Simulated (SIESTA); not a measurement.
The system is TiCo.

```
Co Ti
1.0
     2.98611    0.00000    0.00000
     0.00000    2.98611    0.00000
     0.00000    0.00000    2.98611
Co Ti
1 1
Direct
  0.50000 0.50000 0.50000
  0.00000 0.00000 0.00000
```

The cell comes from a database or a generator and needn't be the stable form of this composition.

Base run:

* Program: SIESTA 5.4.2
* Functional: PBEsol
* Potentials or basis: PseudoDojo 0.4 standard (PBEsol files)
* Basis: DZP (energy shift 0.003 Ry; two zetas on semicore shells)
* Grid cutoff: 800 Ry
* Energy shift: 0.003 Ry
* k mesh: 9 × 9 × 9
* Occupations: fermi-dirac, width 0.05 eV
* Spin: collinear spin, zero start
* Starting moments: [0.0, 0.0] μB

Its results: band gap on the k mesh none (metal or under the smearing width); pressure -10.3 GPa; net moment 0.00 μB per cell.

Problem. The run is repeated on the same cell with these changes: spin from collinear spin, zero start to collinear spin, fm_larger start; moments at the start from [0.0, 0.0] to [3.5, 2.5]. What comes out?

Solution. Band gap on the k mesh none (metal or under the smearing width); pressure -9.2 GPa; net moment 0.67 μB per cell; site moments Co +0.74; Ti -0.07 μB.

Caveats: short orbitals over semicore shells can move pressures by several GPa; the basis of atomic orbitals isn't converged, which shifts pressures, moduli and gaps.
